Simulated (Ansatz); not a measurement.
# TaN at a changed volume — 181Ta nuclear quadrupole resonance

Cell: a COD entry, relaxed with PBE at fixed cell and then changed (volume scaled by 1.04, ions relaxed).

```yaml
crystal:
  lattice:
    - [2.97666, 0.00000, 0.00000]
    - [-1.48833, 2.57786, 0.00000]
    - [0.00000, 0.00000, 2.92094]
  atoms:
    - { symbol: Ta, position: [0.33333, 0.66667, 0.50000] }
    - { symbol: N, position: [0.00000, 0.00000, 0.00000] }
```

Atom numbers follow the list; atoms alike are taken as one site, whose name carries the number of the first.

Level of theory: DFT, PBE, plane waves and PAW, scalar-relativistic, collinear spin, 420 eV cutoff, Γ-centred 18×18×16 k-points, Fermi–Dirac smearing 0.05 eV (Ansatz 0.2.0). Start moments as typed (μB): 2 on each Ta, none on the rest.

181Ta: I = 7/2, Q = 3170 mb (year-2017 value). Static lattice, zero field.

(1) The simulated lines lie at 31.3, 62.6, 93.9 MHz. What are |C_Q|, η and |V_zz| at Ta?

Results:

(1) For I = 7/2 and η = 0 the lines are |C_Q|/14 times 1, 2 and 3; η shifts the lowest up most. Here |C_Q| = 438 MHz, η = 0.00 and |V_zz| = 5.72 × 10²¹ V/m². The calculation gives V_zz positive; the lines don't show the sign. The site has 6 N at 2.26 Å.

An axis of threefold or higher order runs through Ta, so V_zz lies along it and η is zero.

With no gap above 0.1 eV, as in a metal, the gradients converge slowly in k; expect changes of a tenth or more on a denser mesh. Without spin–orbit coupling the gradients at and beside Ta can be off by some per cent, at some sites by more. With these PAW files V_zz is typically within 2 to 3 % of all-electron values, but misses above 10 % occur on Ta. Semilocal functionals make gaps too small and can close them, so the real compound need not be a metal. At this changed cell the PBE pressure is -8 GPa. The start moments die out, and the run ends without spin.

The relaxation (1 step) took 30 s of wall time (28 s of CPU time) and 0.6 GiB at its peak, on 1 thread of Intel Xeon 6975P-C (Granite Rapids) (x86_64; 16 cores open to the job, memory cap 3.0 GiB, no GPU), a shared host with a load of 1.7 a core.
